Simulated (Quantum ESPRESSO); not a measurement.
Crystal: SiC (Moissanite).

```
CELL_PARAMETERS angstrom
3.07600 0.00000 0.00000
-1.53800 2.66389 0.00000
0.00000 0.00000 5.04800
ATOMIC_POSITIONS crystal
Si 0.66667 0.33333 0.50000
Si 0.33333 0.66667 0.00000
C 0.66667 0.33333 0.88500
C 0.33333 0.66667 0.38500
```

Program: Quantum ESPRESSO 7.5. Alike in all runs: no spin polarisation; cell as given; cutoff (eV) 1116; smearing fermi-dirac 0.05 eV.

Task: Order these runs on this cell by their pressure, lowest first.
A. level HCTH; potentials or basis PseudoDojo 0.4.1 SR PBE standard; k mesh 10 × 10 × 5
B. level BLYP; potentials or basis PseudoDojo 0.4.1 SR PBE standard; k mesh 8 × 8 × 4, shifted
C. level LDA; potentials or basis PseudoDojo 0.4.1 SR LDA standard; k mesh 10 × 10 × 5; form of the LDA correlation PW92
D. level SOGGA; potentials or basis PseudoDojo 0.4.1 SR PBE standard; k mesh 10 × 10 × 5
E. level PBE; potentials or basis PseudoDojo 0.4.1 SR PBE standard; k mesh 8 × 8 × 4, shifted

Result: C (-4.5 GPa), D (-0.1 GPa), A (1.6 GPa), E (3.7 GPa), B (10.2 GPa).

Caveats: the potentials were made for another functional, which shifts forces and pressure (some runs); the cell is more than 3 GPa from zero pressure, which shifts response properties (some runs); SOGGA exchange is joined with the correlation of PBE here (some runs).

Not every run made on this cell is shown here.
